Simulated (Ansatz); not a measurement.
# ZnS: the cost of one run

Program: Ansatz 0.2.0. Level of theory: DFT PBEsol, scalar-relativistic. These are calculated values, not measurements.

## (1) The starting structure

It takes space group P6_3mc (No. 186, hexagonal). The conventional cell has a = 3.811 Å, b = 3.811 Å, c = 6.234 Å, α = 90.00°, β = 90.00°, γ = 120.00°. Zn (site symmetry 3m) has 4 S at 2.31 to 2.40 Å as nearest neighbours. Around S (site symmetry 3m) lie 4 Zn at 2.31 to 2.40 Å.

Structure file:

```cif
data_structure
_symmetry_space_group_name_H-M 'P 1'
_symmetry_Int_Tables_number 1
_cell_length_a 3.8110
_cell_length_b 3.8110
_cell_length_c 6.2340
_cell_angle_alpha 90.000
_cell_angle_beta 90.000
_cell_angle_gamma 120.000
_cell_volume 78.41
loop_
_atom_site_label
_atom_site_type_symbol
_atom_site_fract_x
_atom_site_fract_y
_atom_site_fract_z
_atom_site_occupancy
Zn1 Zn 0.33333 0.66667 0.00000 1
Zn2 Zn 0.66667 0.33333 0.50000 1
S1 S 0.33333 0.66667 0.38500 1
S2 S 0.66667 0.33333 0.88500 1
```

Atoms are numbered in the order of the input: Zn1, Zn2, S3, S4.

## (2) After the deformation

Space group P6_3mc before, P6_3mc after.

## (3) All-electron LAPW

input.yaml

```yaml
crystal:
  lattice:
    - [3.734778806, 0.0, 0.0]
    - [-1.867389403, 3.2344133234, 0.0]
    - [0.0, 0.0, 6.234]
  atoms:
    - { symbol: Zn, position: [0.3333333333, 0.6666666667, 0.0] }
    - { symbol: Zn, position: [0.6666666667, 0.3333333333, 0.5] }
    - { symbol: S, position: [0.3333333333, 0.6666666667, 0.385] }
    - { symbol: S, position: [0.6666666667, 0.3333333333, 0.885] }
kpoints:
  mp_grid: { grid: [8, 8, 5] }
  band_path:
    path:
      - [0.0, 0.0, 0.0]
      - [0.5, 0.0, 0.0]
      - [0.3333333333, 0.3333333333, 0.0]
      - [0.0, 0.0, 0.0]
      - [0.0, 0.0, 0.5]
      - [0.5, 0.0, 0.5]
      - [0.3333333333, 0.3333333333, 0.5]
      - [0.0, 0.0, 0.5]
      - [0.5, 0.0, 0.5]
    npoints: 5
scf:
  occupations: { method: fermi_dirac, width: 0.03 }
hamiltonian:
  xc: pbesol
  pseudopotentials: { kind: all_electron, lapw: { basis_error: 0.001 } }
output:
  forces: true
  stress: true
  eigenvalues: true
```

Run with:

```console
$ ansatz run input.yaml --threads 1 --pin off --max-ram 6144MiB --backend cpu --events-out ev --progress --plain --runs-dir out
```

**Question.** How long does this run take on 1 thread of Intel Xeon Platinum 8488C (Sapphire Rapids), shared host, and how much memory does it need?

About 47 s, with a peak of 0.43 GiB.
